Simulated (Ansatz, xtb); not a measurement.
## Redistribution: CHBrClF + C3H6O → C2H4ClF + C2H3BrO

Species: CHBrClF (bromochlorofluoromethane) `FC(Cl)Br`, singlet; C3H6O (acetone) `CC(C)=O`, singlet; C2H4ClF (1-chloro-1-fluoroethane) `CC(F)Cl`, singlet; C2H3BrO (acetyl bromide) `CC(=O)Br`, singlet. The partners trade Br for CH3; both sit on C, so the bond types are kept.

Shapes, held fixed at every level: PBE0-D4/def2-TZVP. Programs: Ansatz 0.2.0, xtb 6.7.1. The zero-point and thermal change to 298 K, harmonic and unscaled (PBE0-D4/def2-TZVP), is +2.2 kJ/mol.

```json
{"level": "GFN0-xTB", "kind": "semi-empirical", "ΔH(298 K) (kJ/mol)": "-24.7", "less CCSD(T)/def2-TZVPP": "+30.6"}
{"level": "HF/def2-TZVPP", "kind": "Hartree–Fock", "ΔH(298 K) (kJ/mol)": "-50.7", "less CCSD(T)/def2-TZVPP": "+4.6"}
{"level": "BHLYP-D4/def2-TZVPP", "kind": "global hybrid", "ΔH(298 K) (kJ/mol)": "-54.0", "less CCSD(T)/def2-TZVPP": "+1.3"}
{"level": "wB97M-V/def2-TZVPP", "kind": "range-separated hybrid", "ΔH(298 K) (kJ/mol)": "-52.9", "less CCSD(T)/def2-TZVPP": "+2.4"}
{"level": "B2PLYP/def2-TZVPP", "kind": "double hybrid", "ΔH(298 K) (kJ/mol)": "-59.1", "less CCSD(T)/def2-TZVPP": "-3.8"}
{"level": "MP2/def2-SVP", "kind": "perturbation theory", "ΔH(298 K) (kJ/mol)": "-65.0", "less CCSD(T)/def2-TZVPP": "-9.7"}
{"level": "MP2/def2-TZVPP", "kind": "perturbation theory", "ΔH(298 K) (kJ/mol)": "-59.3", "less CCSD(T)/def2-TZVPP": "-4.0"}
{"level": "CCSD/def2-TZVPP", "kind": "coupled cluster or CI", "ΔH(298 K) (kJ/mol)": "-52.4", "less CCSD(T)/def2-TZVPP": "+2.9"}
{"level": "CCSD(T)/def2-TZVPP", "kind": "coupled cluster or CI", "ΔH(298 K) (kJ/mol)": "-55.3", "less CCSD(T)/def2-TZVPP": "0.0"}
```

The highest level, CCSD(T)/def2-TZVPP, gives ΔH(298 K) = -55.3 kJ/mol; the levels span -65.0 to -24.7. The column of differences is taken from that level and isn't an error. No measured value is set beside it here. Relativity is left out for Br unless named. Correlated rows may include outer-core shells of Br, which these sets cover unevenly.
